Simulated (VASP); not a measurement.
Wanted: the native input for a VASP 6.6.1 run.

* Task: band structure
* Functional: r2SCAN
* Potentials or basis: VASP PAW PBE potentials, release 64 (Cd, As, Ge_d)
* Cutoff: 520 eV
* k mesh: 6 × 6 × 6
* Occupations: gaussian, width 0.02 eV
* Spin: no spin polarisation
* Ladder: gaps
* Further INCAR settings: ALGO = Normal; EDIFF = 1e-06; NBANDS = 46

The structure of CdGeAs2 lies in POSCAR:

```
CdGeAs2
1.0
   -2.9888745628      2.9888745628      5.6642966801
    2.9888745628     -2.9888745628      5.6642966801
    2.9888745628      2.9888745628     -5.6642966801
Cd As Ge
2 4 2
Direct
    0.5000000000      0.5000000000      0.0000000000
    0.2500000000      0.7500000000      0.5000000000
    0.0962175700      0.1250000000      0.4712175700
    0.3750000000      0.9037824300      0.0287824300
    0.6537824300      0.6250000000      0.5287824300
    0.8750000000      0.3462175700      0.9712175700
    0.7500000000      0.2500000000      0.5000000000
    0.0000000000      0.0000000000      0.0000000000
```

The cell is a database's computed one.

These files were run (other wordings do the same):

INCAR

```
  PREC = Accurate
  ENCUT = 520
  EDIFF = 1E-6
  ISMEAR = 0
  SIGMA = 0.02
  LREAL = F
  LASPH = T
  NELM = 60
  ALGO = Normal
  ISIF = 2
  LWAVE = F
  LCHARG = F
  METAGGA = R2SCAN
  LMIXTAU = T
  NBANDS = 46
  KPAR = 2
```

KPOINTS

```
regular mesh
0
Gamma
  6 6 6
```

KPOINTS_OPT

```
path GXYSGZS1NPY1Z,XP
15
line-mode
reciprocal
 0.0000000000  0.0000000000  0.0000000000  G
 0.0000000000  0.0000000000  0.5000000000  X

 0.0000000000  0.0000000000  0.5000000000  X
-0.1392173611  0.1392173611  0.5000000000  Y

-0.1392173611  0.1392173611  0.5000000000  Y
-0.3196086806  0.3196086806  0.3196086806  S

-0.3196086806  0.3196086806  0.3196086806  S
 0.0000000000  0.0000000000  0.0000000000  G

 0.0000000000  0.0000000000  0.0000000000  G
 0.5000000000  0.5000000000 -0.5000000000  Z

 0.5000000000  0.5000000000 -0.5000000000  Z
 0.3196086806  0.6803913194 -0.3196086806  S1

 0.3196086806  0.6803913194 -0.3196086806  S1
 0.0000000000  0.5000000000  0.0000000000  N

 0.0000000000  0.5000000000  0.0000000000  N
 0.2500000000  0.2500000000  0.2500000000  P

 0.2500000000  0.2500000000  0.2500000000  P
 0.5000000000  0.5000000000 -0.1392173611  Y1

 0.5000000000  0.5000000000 -0.1392173611  Y1
 0.5000000000  0.5000000000 -0.5000000000  Z

 0.0000000000  0.0000000000  0.5000000000  X
 0.2500000000  0.2500000000  0.2500000000  P
```

Potentials or basis: VASP PAW PBE potentials, release 64 (Cd, As, Ge_d).

Launch:

```sh
$ cat potpaw_PBE.64/Cd/POTCAR potpaw_PBE.64/As/POTCAR potpaw_PBE.64/Ge_d/POTCAR > POTCAR
$ mpirun -np 2 vasp_std > vasp.out
```

It gave:

The pressure is 0.0 GPa, the band gap on the k mesh is 0.08 eV, direct and the band gap along the path is 0.08 eV, direct.

Caveat: the PAW data sets were made with another functional, which shifts forces and pressure a little.

Wall time 29 min on 2 MPI ranks on Intel(R) Xeon(R) 6975P-C (Granite Rapids) (shared host), peak memory 0.59 GiB a rank.
